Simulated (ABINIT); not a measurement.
Runs of ABINIT 10.8.3 (patched build) on SrO. Symmetry: Fm-3m, No. 225, cubic system. The conventional cell has a = 5.133 Å, b = 5.133 Å, c = 5.133 Å, α = 90.00°, β = 90.00°, γ = 90.00°. Sr (site symmetry m-3m) is surrounded by 6 O at 2.57 Å. Around O (site symmetry m-3m) lie 6 Sr at 2.57 Å. 

```tsv
task	level	potentials or basis	spin	k mesh	gap on the mesh (eV)	pressure (GPa)	V0 of scaled cells (Å³/atom)	B0 (GPa)
equation of state	WC	JTH PAW PBE v2.0	off	9 × 9 × 9	-	-	(c)	94
equation of state	LDA	JTH PAW LDA v2.0	off	9 × 9 × 9	-	-	16.21	104
band structure	HCTH407	JTH PAW PBE v2.0	SOC, no magnetisation	9 × 9 × 9	3.81	5.5	-	-
single point	PBE	JTH PAW PBE v2.0	off	7 × 7 × 7	(b)	(a)	-	-
equation of state	BP86+D2	JTH PAW PBE v2.0	off	9 × 9 × 9	-	-	16.37	106
```

Alike in all rows: cell as given; cutoff (eV) 626; smearing fermi-dirac 0.05 eV.

Problem. Fill in the values left out.

Solution. (a) 3.0; (b) 3.41; (c) 16.77.

Caveats: pressures at fixed basis lie under the slope of the energies (some runs); the PAW data sets were made with another functional, which shifts forces and pressure a little (some runs); an odd mesh through Γ misses points on the zone boundary, where band edges often lie (some runs).

A k mesh can miss the band edges, and rows without SOC leave out spin-orbit coupling on Sr.
